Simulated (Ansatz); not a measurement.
# (5,5) carbon nanotube (60 atoms): geometry optimisation, part 2 of 2

Aim: bring (5,5) carbon nanotube (60 atoms) to a nearby minimum of the energy and see what moves.

Ansatz 0.2.0; Kohn-Sham DFT, PBE+D4, PAW (set soft_2), plane waves.

So far. Step 3 (Relaxation): The relaxation changed the energy by -8.09 meV/atom, and atoms moved by 0.054 Å r.m.s., 0.054 Å at most.

### 5. Single point at the relaxed geometry

The electronic structure is read at the final geometry, in a run of its own.

The input, input.yaml:

```yaml
crystal:
  lattice:
    - [15.63316, 0.0, 0.0]
    - [0.0, 15.7442, 0.0]
    - [0.0, 0.0, 7.29523]
  atoms:
    - { symbol: C, position: [0.7147, 0.545, 0.17248] }
    - { symbol: C, position: [0.70033, 0.58891, 0.00581] }
    - { symbol: C, position: [0.64706, 0.66173, 0.00581] }
    - { symbol: C, position: [0.60945, 0.68887, 0.17248] }
    [... 50 atom lines left out ...]
    - { symbol: C, position: [0.47675, 0.28331, 0.00581] }
    - { symbol: C, position: [0.52325, 0.28331, 0.83914] }
    - { symbol: C, position: [0.60945, 0.31113, 0.83914] }
    - { symbol: C, position: [0.64706, 0.33827, 0.00581] }
    - { symbol: C, position: [0.70033, 0.41109, 0.00581] }
    - { symbol: C, position: [0.7147, 0.455, 0.83914] }
kpoints:
  mp_grid: { grid: [1, 1, 2] }
hamiltonian:
  xc: pbe
  dispersion: d4
scf:
  occupations: { method: gaussian, width: 0.025 }
output:
  forces: true
  populations: true
  dos:
    method: { smearing: { sigma: 0.15 } }
    de: 0.1
    projected: { site_lists: { C: [C] } }
  eigenvalues: true
  write_density: true
  write_potential: true
  volumetric_format: npy
  elf: true
```

The run is started by

```bash
ansatz run input.yaml --threads 4 --pin off --max-ram 8192MiB --backend cpu --events-out ev --progress --plain --runs-dir out
```

Numbers of over 12 decimals in the logs are rounded to 6 here.

The log of the run:

```text
[...]
Crystal: 60 atoms, lattice volume = 1795.587 Å³
Basis set: ecut = 420 eV, 35053 PW (Γ), exchange–correlation on 216×216×100 points (8 copies of the dense FFT grid, shifted against one another)
Bands: 180, of which v1, the nominal top of the filled ones, is band 120 counted from 1 (119 counted from 0)
Symmetry: 24 space group operations
[...]
k-points: 2
[...]
SCF iter   1: F=—  HF=-15052.162499 eV  |F-HF|=—  |Δ(HF+E_count)|=         —  Δρ=2.69e-3  dr2=1.55e-1  ethr=1.77e-3  ⟨swp⟩=10.0  Hψ=2197  notcnv=0  defer=66
[...]
SCF iter   7: F=-15052.185944 eV  HF=-15052.185944 eV  |F-HF|=2.40e-8  |Δ(HF+E_count)|=   5.20e-7  Δρ=1.31e-6  dr2=6.27e-8  ethr=4.17e-11  ⟨swp⟩=30.5  Hψ=4575  notcnv=0
SCF 1 converged in 7 iterations: F = -15052.185944 eV  dr2 = 6.27e-8
[...]
WARN: The output density's exchange-correlation potential varies sharply where the density is thin. Do not read a vacuum level from v_tot or v_xc, or from such a field of the output density. On a cell that repeats whose density bears no net charge and no dipole along the vacuum's axis use v_es (v_loc + v_h of the components); [...]
SCF converged after 7 iterations
Free energy (F): -15052.185944 eV
[...]
Internal energy: -15052.185944 eV  (E = F + TS)
E sigma→0 (E₀):  -15052.185944 eV
Fermi energy:    -0.846970 eV
[...]
--- Forces (eV/Å), atoms counted from 1 ---
  atom   1  C     -0.00016152     0.00004854     0.00000000
  atom   2  C     -0.00077005     0.00279053     0.00000000
  atom   3  C      0.00436144    -0.00419861    -0.00000000
  atom   4  C     -0.00271336     0.00177649     0.00000000
  atom   5  C     -0.00049117     0.00038203     0.00000000
  atom   6  C      0.00049117     0.00038203     0.00000000
  atom   7  C      0.00271336     0.00177649     0.00000000
  atom   8  C     -0.00436144    -0.00419861     0.00000000
  atom   9  C      0.00077005     0.00279053     0.00000000
  atom  10  C      0.00016152     0.00004854     0.00000000
  atom  11  C      0.00016152    -0.00004854     0.00000000
  atom  12  C      0.00077005    -0.00279053     0.00000000
  atom  13  C     -0.00436144     0.00419861     0.00000000
  atom  14  C      0.00271336    -0.00177649     0.00000000
[...]
atom  59  C     -0.00077005    -0.00279053     0.00000000
  atom  60  C     -0.00016152    -0.00004854     0.00000000
  max |Σ_I F_I| component: 4.80e-18 eV/Å
--- Band table (eV) ---
[...]
--- Löwdin populations: 60 sites ---
  site symbol       q [e]
     0      C      3.9576
     1      C      3.9576
     2      C      3.9576
[...]
59      C      3.9576
  spilling = 0.010597 (of n_electrons = 240.000000)
```

The job ended after 25 s (4 threads of Arm Neoverse V1, shared host; peak memory 3.4 GiB; 97 s of CPU time).

The program notes that the exchange-correlation potential is rough where the density is thin.

Read from the output:

```
free energy                : -15052.1859 eV
free energy per atom       : -250.8698 eV/atom
SCF cycles                 : 7
r.m.s. force component     : 0.00193 eV/Å
longest force              : 0.00605 eV/Å
Fermi energy               : -0.847 eV
spilling of the projection : 0.0106
```

The mean of these charges, 0.042 e, is only the charge that the projection spills.

Löwdin charges by element (they lack the spilled electrons, 0.042 e an atom on average):

```csv
element,coordination,atoms,mean charge (e),spread,least,most
C,all,60,0.0424,0,0.0424,0.0424
```

States in the cell by windows of 1 eV, zero at the Fermi level; the larger projections on atomic orbitals stand beside the total:

```csv
from (eV),to (eV),total,C p,C s
-18,-17,12.7,4.6,7.8
-17,-16,4.1,1.7,2.4
-16,-15,14.4,6.5,7.6
-15,-14,10.8,4.7,6.0
-14,-13,6.0,4.2,1.7
-13,-12,8.3,5.0,3.2
-12,-11,14.9,10.3,4.5
-11,-10,7.8,6.0,1.7
-10,-9,11.5,9.6,1.8
-9,-8,13.2,11.4,1.7
-8,-7,27.1,24.7,1.9
-7,-6,20.5,19.9,0.5
-6,-5,19.2,18.1,0.9
-5,-4,20.7,20.3,0.3
-4,-3,9.9,9.8,0.0
-3,-2,14.9,14.8,0.1
-2,-1,6.2,6.1,0.0
-1,0,2.0,2.0,0.0
0,1,2.0,2.0,0.0
1,2,11.0,10.5,0.2
2,3,16.6,15.0,0.2
3,4,9.7,3.6,0.5
4,5,22.4,8.3,0.7
```

Between -21 and -18 eV lie 16 more states.

The levels nearest the highest filled one (over half full), pooled over k-points and spins:

```csv
level less the highest filled one (eV),occupation
-1.37,2
-1.37,2
-1.32,2
-1.32,2
0,2
0,2
0.373,0
0.373,0
1.44,0
1.44,0
1.55,0
1.55,0
```

Electrostatic potential energy in the ca plane at fractional y = 0.283, with atoms of C within 0.2 Å of it. With pseudopotentials it is smooth inside the atoms' cores, unlike the true potential.

Ten even steps from '_' (-49 eV) to '@' (3 eV), each cell a mean:
```
@@@@@@@@@@@@@@@@@@@@@@@@@@@@@@@@@@@@@@@@
@@@@@@@@@@@@@@@@@@@@@@@@@@@@@@@@@@@@@@@@
@@@@@@@@@@@@@@@@@@@@@@@@@@@@@@@@@@@@@@@@
@@@@@@@@@@@@@@@@@@@@@@@@@@@@@@@@@@@@@@@@
@@@@@@@@@@@@@@@@@@@@@@@@@@@@@@@@@@@@@@@@
@@@@@@@@@@@@@@@@@@@@@@@@@@@@@@@@@@@@@@@@
@@@@@@@@@@@@@@@@@@@@@@@@@@@@@@@@@@@@@@@@
@@@@@@@@@@@@@@@@@@@@@@@@@@@@@@@@@@@@@@@@
%%%%##++**%%%%%%%%**++##%%%%%%%%**++##%%
@@%%++::==##%%@@%%==::++%%@@%%##----**%%
@@%%++--==##%%%%##==--++%%@@%%**----**%%
==++::____======++..__..++==++--____--++
__..******==____--******::____++******__
==**%%@@%%##++==##%%@@%%**==++%%@@@@%%++
..++%%%%%%##::::**%%%%%%++..--##%%%%##==
##%%%%%%%%%%####%%%%%%%%%%##%%%%%%%%%%%%
@@@@@@@@@@@@@@@@@@@@@@@@@@@@@@@@@@@@@@@@
@@@@@@@@@@@@@@@@@@@@@@@@@@@@@@@@@@@@@@@@
@@@@@@@@@@@@@@@@@@@@@@@@@@@@@@@@@@@@@@@@
@@@@@@@@@@@@@@@@@@@@@@@@@@@@@@@@@@@@@@@@
@@@@@@@@@@@@@@@@@@@@@@@@@@@@@@@@@@@@@@@@
@@@@@@@@@@@@@@@@@@@@@@@@@@@@@@@@@@@@@@@@
@@@@@@@@@@@@@@@@@@@@@@@@@@@@@@@@@@@@@@@@
@@@@@@@@@@@@@@@@@@@@@@@@@@@@@@@@@@@@@@@@
```
Columns run along c (7.3 Å; values clipped at the 3rd and 97th percentile), rows up along a (15.6 Å). Atoms in or near the plane, at fractional coordinates: C at (0.34, 0.48), C at (0.17, 0.52), C at (0.67, 0.48), C at (0.51, 0.52), C at (0.01, 0.48), C at (0.84, 0.52).

ELF in the ca plane at fractional y = 0.283, with atoms of C within 0.2 Å of it. It is the smooth field of the valence electrons, not physical close to the nuclei.

Ten even steps from '0' (0.00) to '9' (0.87), each cell a mean:
```
00000000000000000000
00000000000000000000
00000000000000000000
00000000000000000000
00000000000000000000
10000000000001000000
42100233200124310013
66544666644566654456
67877866877886787787
14777622577741367763
13788511588741268862
59835976962795894398
26756833775772586585
98301699720389951149
67534766743576764367
68867877876787787787
23565422456532345653
00122100022100012210
00000000000000000000
00000000000000000000
00000000000000000000
00000000000000000000
00000000000000000000
00000000000000000000
```
Columns run along c (7.3 Å), rows up along a (15.6 Å). Atoms in or near the plane, at fractional coordinates: C at (0.34, 0.48), C at (0.17, 0.52), C at (0.67, 0.48), C at (0.51, 0.52), C at (0.01, 0.48), C at (0.84, 0.52).

Löwdin charges run from +0.04 to +0.04 e, about a mean that is the spilled charge alone. Within 0.4 eV of the Fermi level the largest share is C p (100 % of the projected weight).

Local excerpt of 10 atoms (numbers count through the whole input) about C11, picked at random; x, y, z are measured from there.

```csv
atom,x,y,z,distance (Å),bonds,Löwdin charge (e)
C11,0.00,0.00,0.00,0.00,3,0.04
C12,0.22,-0.69,1.22,1.42,3,0.04
C52,0.22,-0.69,-1.22,1.42,3,0.04
C50,0.00,1.42,0.00,1.42,3,0.04
C31,0.00,0.00,2.43,2.43,3,0.04
C51,0.00,0.00,-2.43,2.43,3,0.04
C9,0.22,2.11,1.22,2.44,3,0.04
C49,0.22,2.11,-1.22,2.44,3,0.04
C13,1.06,-1.84,1.22,2.44,3,0.04
C53,1.06,-1.84,-1.22,2.44,3,0.04
```

The column of bonds counts only the pairs C-C within 1.82 Å; other neighbours, such as metal atoms beside each other in a compound, aren't counted, and periodic images can show an atom twice.

### 6. A changed input

A doubtful change is made on purpose, to see how the program answers.

The input, input.yaml:

```yaml
crystal:
  lattice:
    - [15.63316, 0.0, 0.0]
    - [0.0, 15.7442, 0.0]
    - [0.0, 0.0, 7.29523]
  atoms:
    [... the 60 atom lines of step 2 ...]
kpoints:
  mp_grid: { grid: [0, 1, 2] }
hamiltonian:
  xc: pbe
  dispersion: d4
scf:
  occupations: { method: gaussian, width: 0.025 }
  max_iter: 50
output:
  forces: true
```

The log of the run:

```text
Error: invalid value for `kpoints.mp_grid.grid`: each dimension must be in 1..=255
```

Wall time 0.04 s (4 threads); peak memory 0.062 GiB.

The input was rejected at the start.

The program's message: “Error: invalid value for `kpoints.mp_grid.grid`: each dimension must be in 1..=255”

The fault in the input: a zero in the k-mesh (kpoints.mp_grid.grid = [0, 1, 2]). The fix is to set kpoints.mp_grid.grid back to [1, 1, 2].

### 7. Outcome

* energy change in the relaxation: -8.086 meV/atom
* r.m.s. displacement: 0.054 Å
* largest displacement: 0.054 Å
* free energy per atom: -250.8698 eV/atom
* r.m.s. force component: 0.00193 eV/Å
* wall time of the 3 DFT runs: 90 s

What this shows: Relaxation lowers the energy by 8.09 meV/atom and moves atoms by 0.054 Å r.m.s.; the r.m.s. force component goes from 0.27 to 0.0019 eV/Å. By the final cutoffs no bond was broken or made. From the first step to the last the energy fell by 0.485 eV, and the largest move was 0.05 Å (C6, with 59 other atoms within 2 % of it). The C-C bonds go from 1.405 Å (spread 0.000) to 1.417 Å (spread 0.000). Counting bonds as in the table, all C atoms have 3 bonded neighbours. No gap is quoted: a carbon tube of such indices can be metallic, and the k-points needn't hold the crossing of its bands.

[Logs are printed without paths, hosts, clocks, repeated set-up lines and the standing remarks that a program may print on its own settings, such as how far it seeks lower states.]

[Hosts, paths, dates, database ids (printed as entryN), source tags and the programs' standing remarks are cut or masked in the printed files.]
